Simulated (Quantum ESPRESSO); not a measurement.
Wanted: the native input for a Quantum ESPRESSO 7.5 run.

- Task: single point
- Functional: PBEsol
- Potentials or basis: GBRV 1.5 PBEsol
- Cutoff: 612 eV
- Density cutoff: 4898 eV
- k mesh: 10 × 10 × 10
- Occupations: fermi-dirac, width 0.05 eV
- Spin: no spin polarisation
- Mixing beta: 0.5
- Most SCF iterations: 120
- SCF threshold: 6e-10 Ry

The system is MoS2.

```
Mo S
1.0
     1.58550    0.91539    6.11500
    -1.58550    0.91539    6.11500
     0.00000   -1.83078    6.11500
Mo S
1 2
Direct
  0.00526 0.98847 0.00654
  0.24910 0.25717 0.23994
  0.74176 0.73264 0.76980
```

The cell isn't the ideal one: atoms moved at random, drawn with an rms of 0.05 Å.

One way to write it, as run:

pw.in

```
&CONTROL
  calculation = 'scf'
  prefix = 'pwscf'
  outdir = './tmp'
  pseudo_dir = './pseudo'
  tprnfor = .true.
  tstress = .true.
  disk_io = 'nowf'
/
&SYSTEM
  ibrav = 0
  nat = 3
  ntyp = 2
  ecutwfc = 45
  ecutrho = 360
  nbnd = 20
  occupations = 'smearing'
  smearing = 'fd'
  degauss = 0.00367493
/
&ELECTRONS
  conv_thr = 6d-10
  electron_maxstep = 120
  mixing_beta = 0.5
/
ATOMIC_SPECIES
Mo    95.9500 mo_pbesol_v1.uspp.F.UPF
S     32.0600 s_pbesol_v1.4.uspp.F.UPF
CELL_PARAMETERS angstrom
   1.5855000000    0.9153888518    6.1149966667
  -1.5855000000    0.9153888518    6.1149966667
   0.0000000000   -1.8307777036    6.1149966667
ATOMIC_POSITIONS crystal
Mo     0.0052620000   -0.0115280000    0.0065370000
S      0.2490960000    0.2571700000    0.2399380000
S      0.7417570000    0.7326440000    0.7698040000
K_POINTS automatic
10 10 10 0 0 0
```

Potentials or basis: GBRV 1.5 PBEsol.

Command:

```console
$ OMP_NUM_THREADS=1 mpirun -n 2 pw.x -nk 2 -in pw.in > pw.out
```

It gave:

The pressure is 3.4 GPa and the largest force is 1.334 eV/Å. The band gap on the k mesh is none (metal or under the smearing width).

Caveat: the cell's inner coordinates are idealised or old, which leaves forces on the atoms.

Wall time 9.5 min on 2 MPI ranks on Arm Neoverse V2, on a shared host, peak memory 0.56 GiB a rank.
